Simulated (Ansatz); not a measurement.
WS$_{2}$: iterations to self-consistency

All numbers below come from Ansatz, DFT PBE, scalar-relativistic, plane waves, PAW.

```
W S
1.0
     3.18295    0.00000    0.00000
    -1.59148    2.75652    0.00000
     0.00000    0.00000   28.53222
W S
3 6
Direct
  0.66667 0.33333 0.65929
  0.33333 0.66667 0.88553
  0.33333 0.66667 0.43436
  0.66667 0.33333 0.94019
  0.66667 0.33333 0.48903
  0.33333 0.66667 0.71395
  0.66667 0.33333 0.83085
  0.66667 0.33333 0.37971
  0.33333 0.66667 0.60463
```

```
plane-wave cutoff : 420 eV
Γ-centred k-mesh  : 12×12×1
occupation rule   : Gaussian smearing, 0.02 eV
spin treatment    : unpolarised
```

Each run starts from superposed atomic densities and uses the program's default quasi-Newton mixer with a history of 8, at most 120 iterations and the default threshold on the density residual; only the mixing preconditioner differs.

```tsv
mixing preconditioner	iterations	converged	density residual (eV) at iterations 1, 3, 5
none	13	yes	4 1.6 0.41
ldos	13	yes	4 4 0.63
local-kerker	12	yes	4 0.27 0.03
resta	11	yes	4 0.24 0.0021
```

This form isn't the usual stable structure of the compound.

Cost: 4 runs of about 3.1 core-minutes in all, on Intel Xeon Processor @ 2.50GHz (Skylake/Cascade Lake) (shared hosts).